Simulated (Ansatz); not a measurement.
# Ag in Ansatz: the effect of functional

Crystal: Ag.

```
Ag
1.0
     0.00000    2.01514    2.01514
     2.01514    0.00000    2.01514
     2.01514    2.01514    0.00000
Ag
1
Direct
  0.00000 0.00000 0.00000
```

The cell isn't the ideal one: volume scaled by 0.96.

Alike in all runs:

* Program: Ansatz 0.2.0
* Task: single point
* Potentials or basis: Ansatz PAW
* k mesh: 11 × 11 × 11
* Occupations: fermi-dirac, width 0.05 eV
* Spin: no spin polarisation

Task: One run gave: pressure 6.2 GPa. Which functional did it use?
A. PBE
B. LDA
C. r2SCAN

Result: C.

| functional | cutoff | pressure (GPa) |
| --- | --- | --- |
| LDA | 420 eV (not typed: the program's choice for these potentials) | -3.2 |
| r2SCAN | 500 eV (not typed: the program's choice for these potentials) | 6.2 |
| PBE | 420 eV (not typed: the program's choice for these potentials) | 9.8 |

Caveats: the PAW data sets come from PBE, with cores solved anew for the run's functional, which leaves a small shift of forces and pressure (some runs).
